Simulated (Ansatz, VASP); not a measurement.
# Al: VASP beside Ansatz

```
CELL_PARAMETERS angstrom
0.00000 2.00779 2.00779
2.00779 0.00000 2.00779
2.00779 2.00779 0.00000
ATOMIC_POSITIONS crystal
Al 0.00000 0.00000 0.00000
```

Alike in both runs: functional PBEsol; k mesh 18 × 18 × 18; occupations gaussian, width 0.1 eV; no spin polarisation.

Ansatz relaxed the structure, and its values are those at the end. VASP's run is a single point on that final structure, the one shown.

```csv
,VASP,Ansatz
version,VASP 6.6.1,Ansatz 0.2.0
potentials or method,"VASP PAW PBE potentials, release 64 (Al)","scalar-relativistic, plane waves, PAW"
plane-wave cutoff (eV),520,420
valence electrons in the cell,3,3
```

```csv
,VASP,Ansatz,Ansatz less VASP
gap on the k mesh at the Fermi level (eV),none,none,-
pressure (GPa),0.0,0.0,-0.06
```

A gap of «none» marks a metal or a gap that the smearing closes. With one functional, cell and mesh, what is left measures potentials, basis and numerics.

Caveats: the PAW data sets were made with another functional, which shifts forces and pressure a little (VASP).
